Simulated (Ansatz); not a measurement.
## Equation of state of AuAl2 under LDA

The structure is cubic, space group Fm-3m (No. 225). The conventional cell has a = 6.000 Å, b = 6.000 Å, c = 6.000 Å, α = 90.00°, β = 90.00°, γ = 90.00°. Au (site symmetry m-3m) is surrounded by 8 Al at 2.60 Å. Al (site symmetry -43m) is surrounded by 4 Au at 2.60 Å.

The cell was scaled at fixed shape and fractions and run with Ansatz, Ansatz PAW, cutoff 420 eV; LDA, k mesh 8 × 8 × 8 on the cell of 3 atoms, fermi-dirac occupations of 0.05 eV, no spin polarisation, no spin-orbit coupling. The potentials were made for PBE. Energies are those that the program minimises, any entropy of the smearing included. For a metal such a mesh isn't converged to the digits shown.

```csv
V (Å³/atom),energy over the lowest row (meV/atom)
16.9200,10.28
17.2800,?
17.6400,0.00
18.0000,3.42
18.3600,11.67
18.7200,24.19
19.0800,40.51
```

Task: Fit the third-order Birch-Murnaghan form, give V0, B0 and B′, and predict the energy left open.

Result: With y = (V0/V)^(2/3), E = E0 + (9 V0 B0/16) [(y - 1)³ B′ + (y - 1)² (6 - 4y)]. Least squares through the rows shown give V0 = 17.5882 Å³/atom, E0 = -0.05 meV, B0 = 120.8 GPa (1 eV/Å³ = 160.218 GPa) and B′ = 4.97, with a largest miss of 0.01 meV. At V = 17.2800 the form with these constants gives 2.06 meV; the run gave 2.07 meV an atom. Other set-ups at this level, from all their volumes (Å³/atom, GPa): Ansatz, all-electron LAPW, scalar-relativistic: V0 17.588, B0 120.5.
